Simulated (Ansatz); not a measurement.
# Cobalt, fcc: r²SCAN0 after r²SCAN

How do the levels change when part of the exchange is made exact, and what does it cost? Spin polarisation is left out, though the real metal is magnetic, so these are not its levels. The cell comes from an earlier r²SCAN relaxation. Exact exchange is dear, so the k-mesh is coarse, and r²SCAN is run on the same mesh for comparison.

Method: DFT, plane waves (500 eV) with PBE-made PAW files, scalar-relativistic; functionals as named at each step, in Ansatz 0.2.0.

## 1. The system as given

Symmetry: Fm-3m, No. 225, cubic system. Conventional cell: a = 3.415 Å, b = 3.415 Å, c = 3.415 Å, α = 90.00°, β = 90.00°, γ = 90.00°. Co (site symmetry m-3m) has 12 Co at 2.41 Å as nearest neighbours.

Structure file:

```
CELL_PARAMETERS angstrom
0.00000 1.70741 1.70741
1.70741 0.00000 1.70741
1.70741 1.70741 0.00000
ATOMIC_POSITIONS crystal
Co 0.00000 0.00000 0.00000
```

## 2. r²SCAN, coarse mesh

The run with r²SCAN.

Input file input.yaml:

```yaml
crystal:
  lattice:
    - [0.0, 1.7074058213, 1.7074058213]
    - [1.7074058213, 0.0, 1.7074058213]
    - [1.7074058213, 1.7074058213, 0.0]
  atoms:
    - { symbol: Co, position: [0.0, 0.0, 0.0] }
hamiltonian:
  xc: r2scan
  pseudopotentials:
    kind: paw
    azcp:
      Co: "pseudopotentials/Co.paw.azcp"
basis:
  ecutwfc: 500
  fft_grid_basis: typed
kpoints:
  mp_grid: { grid: [8, 8, 8], shift: [0, 0, 0] }
magnetization:
  spin_polarized: false
scf:
  occupations: { method: fermi_dirac, width: 0.1 }
output:
  write_density: true
  write_potential: true
  elf: true
  volumetric_format: npy
```

The run is started by

```console
ansatz run input.yaml --threads 4 --pin off --max-ram 8192MiB --backend cpu --events-out ev --progress --plain --runs-dir out
```

Output (excerpt; [...] marks lines left out):

```text
Warning: RAYON_NUM_THREADS=4 ignored (pool sized by the plan → 4); use --threads N
[...]
Pseudopotentials: kind: paw
Pseudopotential: Co, paw, valence charge 17, recommended cutoff 500 eV (meta_gga), <dir>
Functional definition: r2SCAN
[...]
Crystal: 1 atoms, lattice volume = 9.955 Å³
Basis set: ecut = 500 eV, 259 PW (Γ), exchange–correlation on 72×72×72 points (64 copies of the dense FFT grid, shifted against one another)
Bands: 13, of which v1, the nominal top of the filled ones, is band 9 counted from 1 (8 counted from 0)
Symmetry: 48 space group operations
Space group: Fm-3m (ITA 225), of the structure as read, at distance tolerance 2.2e-5 Å
k-points: 29 of 512
[...]
SCF iter   1: F=—  HF=-5131.021116 eV  |F-HF|=—  |Δ(HF+E_count)|=         —  Δρ=1.30e-2  dr2=3.90e-3  dr2_τ=2.81e-2  ethr=1.77e-3  ⟨swp⟩=5.0  Hψ=1900  notcnv=0
[...]
SCF iter   9: F=-5131.073101 eV  HF=-5131.073101 eV  |F-HF|=1.12e-9  |Δ(HF+E_count)|=   4.05e-8  Δρ=6.27e-6  dr2=2.95e-9  dr2_τ=4.76e-10  ethr=5.88e-10  ⟨swp⟩=1.2  Hψ=1110  notcnv=0
[...]
SCF converged after 9 iterations
Free energy (F): -5131.073101 eV
[...]
E sigma→0 (E₀):  -5131.035593 eV
Entropy (-TS):   -0.075015 eV (-75.015 meV/atom)
Fermi energy:    20.460192 eV
[...]
--- Band table (eV; the first three rows and the last of 29) ---
  k-point 0: bands = ["-78.2503", "-39.8075", "-39.8075", "-39.8075", "10.5246", "18.3855", "18.3855", "18.3855", "19.7328", "19.7328", "44.7215", "50.3285", "50.3285"]
[...]
```

Wall time 0.5 s (4 threads of Arm Neoverse V1, shared host); peak memory 0.27 GiB.

Axes a, b and c in the maps are those of this run's conventional cell (a, b, c = 3.415, 3.415, 3.415 Å).

Density in a lattice plane of the grid's cell (edges 3.41 and 3.41 Å, at 0.000 of the third edge), which holds Co.

Values in e/Å³, 12 rows by 12 columns:
```
27.75 14.44  2.95  0.75  0.31  0.25  0.24  0.25  0.31  0.74  2.94 14.52
 4.63  2.95  1.05  0.47  0.33  0.31  0.32  0.31  0.33  0.47  1.04  2.94
 0.97  0.75  0.47  0.40  0.47  0.75  0.97  0.74  0.47  0.40  0.47  0.74
 0.32  0.31  0.33  0.47  1.05  2.95  4.63  2.94  1.04  0.47  0.33  0.31
 0.24  0.25  0.31  0.75  2.95 14.44 27.75 14.52  2.94  0.74  0.31  0.25
 0.22  0.24  0.32  0.97  4.63 27.75 57.12 27.75  4.63  0.97  0.32  0.24
 0.24  0.25  0.31  0.74  2.94 14.52 27.75 14.44  2.95  0.75  0.31  0.25
 0.32  0.31  0.33  0.47  1.04  2.94  4.63  2.95  1.05  0.47  0.33  0.31
 0.97  0.74  0.47  0.40  0.47  0.74  0.97  0.75  0.47  0.40  0.47  0.75
 4.63  2.94  1.04  0.47  0.33  0.31  0.32  0.31  0.33  0.47  1.05  2.95
27.75 14.52  2.94  0.74  0.31  0.25  0.24  0.25  0.31  0.75  2.95 14.44
57.12 27.75  4.63  0.97  0.32  0.24  0.22  0.24  0.32  0.97  4.63 27.75
```
Columns run along the first of these edges and rows up along the second, over one cell in 12 and 12 even steps from the bottom left corner. Atoms in the plane (fractional): Co at (0.00, 0.00), Co at (0.50, 0.50).

ELF in the same plane.

Ten even steps from '0' (0.17) to '9' (0.99):
```
998631000011111000013689
876410000111111100001467
543100001100000110000134
211000010000000000000011
000000000000000000000000
000001000011211000000000
000110000134543100001100
111100001467876410000111
111000013689998631000011
111000013789998731000011
111000013689998631000011
111100001467876410000111
000110000134543100001100
000000000011211000010000
000000000000000000000000
211000000000000001000011
543100001100000110000134
876410000111111100001467
998631000011111000013689
998731000011111000013789
```
Columns run along the first of these edges and rows up along the second, over one cell in 24 and 20 even steps from the bottom left corner. Atoms in the plane (fractional): Co at (0.00, 0.00), Co at (0.50, 0.50).

Both are smooth fields of the valence electrons: close to the nuclei they are not physical.

## 3. r²SCAN0, coarse mesh

The run with r²SCAN0.

Edit input.yaml of step 2 so:

```diff
@@ -8,3 +8,3 @@
 hamiltonian:
-  xc: r2scan
+  xc: r2scan0
   pseudopotentials:
@@ -22,6 +22 @@
   occupations: { method: fermi_dirac, width: 0.1 }
-output:
-  write_density: true
-  write_potential: true
-  elf: true
-  volumetric_format: npy
```

The run is started by

```console
ansatz run input.yaml --threads 4 --pin off --max-ram 8192MiB --backend cpu --events-out ev --progress --plain --runs-dir out
```

Output (excerpt; [...] marks lines left out):

```text
Warning: RAYON_NUM_THREADS=4 ignored (pool sized by the plan → 4); use --threads N
[...]
[... 2 set-up lines as earlier in the session ...]
Functional definition: r2SCAN0
[...]
Crystal: 1 atoms, lattice volume = 9.955 Å³
Basis set: ecut = 500 eV, 259 PW (Γ), exchange–correlation on 72×72×72 points (64 copies of the dense FFT grid, shifted against one another)
Bands: 13, of which v1, the nominal top of the filled ones, is band 9 counted from 1 (8 counted from 0)
[... 2 set-up lines as earlier in the session ...]
k-points: 29 of 512
[...]
SCF iter   1: F=—  HF=-5131.021638 eV  |F-HF|=—  |Δ(HF+E_count)|=         —  Δρ=1.25e-2  dr2=3.37e-3  dr2_τ=2.82e-2  ethr=1.77e-3  ⟨swp⟩=6.4  Hψ=1673  notcnv=0
[...]
Frozen-core exchange: fock
[...]
hybrid outer 1: dexx = +6.058e-2 eV, tail = 1.11e-1 eV
[...]
hybrid outer 11: dexx = +2.048e-8 eV, tail = 1.45e-7 eV, Δε = 1.63e-3 eV (about 8.36e-3 eV left of the loop's levels)
hybrid SCF converged: 11 outer / 55 inner (+9 warm-up), last move |dexx| = 2.05e-8 eV, tail = 1.45e-7 eV
Stability not checked: this state was not tested for a lower state beside it, because the functional holds exact exchange (a hybrid, or Hartree-Fock), whose exchange loop this test does not read (fock_operator; see scf.lower_state_search)
Free energy (F): -5127.106027 eV
Frozen-core exchange: fock
[...]
E sigma→0 (E₀):  -5127.097430 eV
Entropy (-TS):   -0.017194 eV (-17.194 meV/atom)
Fermi energy:    20.089714 eV
[...]
--- Band table (eV; the first three rows and the last of 29) ---
  k-point 0: bands = ["-83.7959", "-44.0817", "-44.0817", "-44.0817", "8.8799", "17.0904", "17.0904", "17.0904", "17.3727", "17.3727", "45.7862"]
[...]
  guard bands above this table: 2 of the run's 13 bands. The solve was not asked for them (output.publish_guard_bands: true or output.eigenvalues: true publishes all)
```

Run time: 8.8 s. Hardware: 4 threads of Arm Neoverse V1, shared host; peak memory 0.88 GiB.

## 4. Side by side

```csv
functional,gap on the mesh,Fermi energy (eV),SCF cycles,exchange loops,CPU time
r²SCAN,none (levels filled in part),20.460,9,-,1.2 s
r²SCAN0,none (levels filled in part),20.090,64,11,30 s
```

## 5. Outcome

| quantity | value |
| --- | --- |
| r²SCAN: gap | none (levels filled in part) |
| r²SCAN0: gap | none (levels filled in part) |
| r²SCAN0: SCF cycles, exchange loops | 64, 11 |
| r²SCAN0: CPU time over that of r²SCAN | 24 |

Neither r²SCAN nor r²SCAN0 shows a clean gap on this mesh. r²SCAN0 cost 24 times the CPU time of r²SCAN. The exchange operator of r²SCAN0 was renewed in 11 outer loops. Absolute energies differ from functional to functional, by eV per atom at times, and say nothing by themselves.
